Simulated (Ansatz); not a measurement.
Rows from a G0W0 calculation on Cd4Te3S (quasi-random alloy, started on the CdTe lattice) (Cm) (Ansatz 0.2.0; G0W0 on LDA, plane waves, PAW; PAW set soft_1; 2×2×2 mesh, 2372 empty bands, screening to 105 eV, PAW set soft_1 files), in eV. Spin-orbit coupling is left out.

| row | Σx | Σc | Vxc | Z |
| --- | --- | --- | --- | --- |
| A | -6.66 | -3.74 | -10.66 | 0.74 |
| B | -18.15 | 1.41 | -16.50 | 0.72 |
| C | -18.32 | 1.47 | -16.62 | 0.72 |
| D | -6.78 | -3.75 | -10.80 | 0.74 |
| E | -18.20 | 1.43 | -16.54 | 0.72 |
| F | -9.45 | -3.76 | -13.65 | 0.74 |

**Question.** Which rows are filled states and which are empty ones, and how can one tell?

Filled: B, C and E. Empty: A, D and F. The sign of Σc tells: for a filled state bare exchange, which holds its interaction with itself, lies below Vxc (Σx − Vxc is -1.6 eV or lower here) and screening gives part back as a positive Σc. For an empty state Σx lies above Vxc (+4.0 eV or more) and the Coulomb hole leaves Σc negative.

[Runs of the session that timed out or met a known fault of the program may be left out.]

[Cells called generated may have been cut or substituted from an entry of the Crystallography Open Database or the Materials Project.]

[Hosts, paths, dates, database ids (printed as entryN), source tags and the programs' standing remarks are cut or masked in the printed files.]
